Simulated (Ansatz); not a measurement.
Runs of Ansatz 0.2.0 on BAs. It takes space group F-43m (No. 216, cubic). Conventional cell: a = 4.777 Å, b = 4.777 Å, c = 4.777 Å, α = 90.00°, β = 90.00°, γ = 90.00°. Around As (site symmetry -43m) lie 4 B at 2.07 Å. B (site symmetry -43m) is surrounded by 4 As at 2.07 Å. 

| cell | gap on the mesh (eV) | pressure (GPa) |
| --- | --- | --- |
| relaxed to 20 GPa | 1.08 | 20.0 |
| relaxed to 5 GPa | 1.17 | 5.0 |
| relaxed to 30 GPa | 1.03 | 30.0 |
| relaxed | (b) | 0.0 |
| relaxed to 10 GPa | 1.14 | 10.0 |
| relaxed to 2 GPa | (a) | 2.0 |

Alike in all rows: task relaxation of cell and atoms; level PBE; potentials or basis all-electron LAPW, scalar-relativistic; no spin polarisation; k mesh 10 × 10 × 10; smearing fermi-dirac 0.05 eV; basis error allowed 0.001 eV/atom.

Question: Fill in the values left out.

Answer: (a) 1.19; (b) 1.21.

A k mesh can miss the band edges, and the runs leave out spin-orbit coupling on As.
